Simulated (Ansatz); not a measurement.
**What a trial cell of Zr relaxes into**

Computed with Ansatz, DFT PBEsol, scalar-relativistic, plane waves, PAW. Cutoff 420 eV, Γ-centred k mesh, Gaussian smearing, no spin polarisation in the final step.

Zr was placed on the omega structure type (P6/mmm, No. 191), at a guessed volume.

```
CELL_PARAMETERS angstrom
5.36343 0.00000 0.00000
-2.68171 4.64487 0.00000
0.00000 0.00000 3.28802
ATOMIC_POSITIONS crystal
Zr 0.00000 0.00000 0.00000
Zr 0.33333 0.66667 0.50000
Zr 0.66667 0.33333 0.50000
```

Cell and atoms relax at zero pressure; the relaxation can't lower the symmetry of the start. After a coarse first stage the cell is made exact in the group found at 0.06 Å.

(1) Describe the relaxed structure.

(2) What are its volume, density and gap?

Answers

(1) It keeps P6/mmm (No. 191). The result has the omega structure. Conventional cell: a = 4.971 Å, c = 3.111 Å. Around Zr on Wyckoff site a (1 atom of the primitive cell) lie 14 Zr at 3.11–3.26 Å; Zr on Wyckoff site d (2 atoms of the primitive cell) has 3 Zr at 2.87 Å and 8 Zr at 3.11–3.26 Å.

```
Zr
1.0
     4.97150    0.00000    0.00000
    -2.48575    4.30544    0.00000
     0.00000    0.00000    3.11141
Zr
3
Direct
  0.00000 0.00000 0.00000
  0.33333 0.66667 0.50000
  0.66667 0.33333 0.50000
```

(2) The volume per atom is 22.20 Å³ and the density is 6.82 g/cm³. The gap on the 12×12×14 mesh is 0 eV (a metal).

The final run used a 12×12×14 mesh on its 3-atom cell and 0.10 eV smearing. Symmetry constrained the relaxation, so the result can be a saddle point.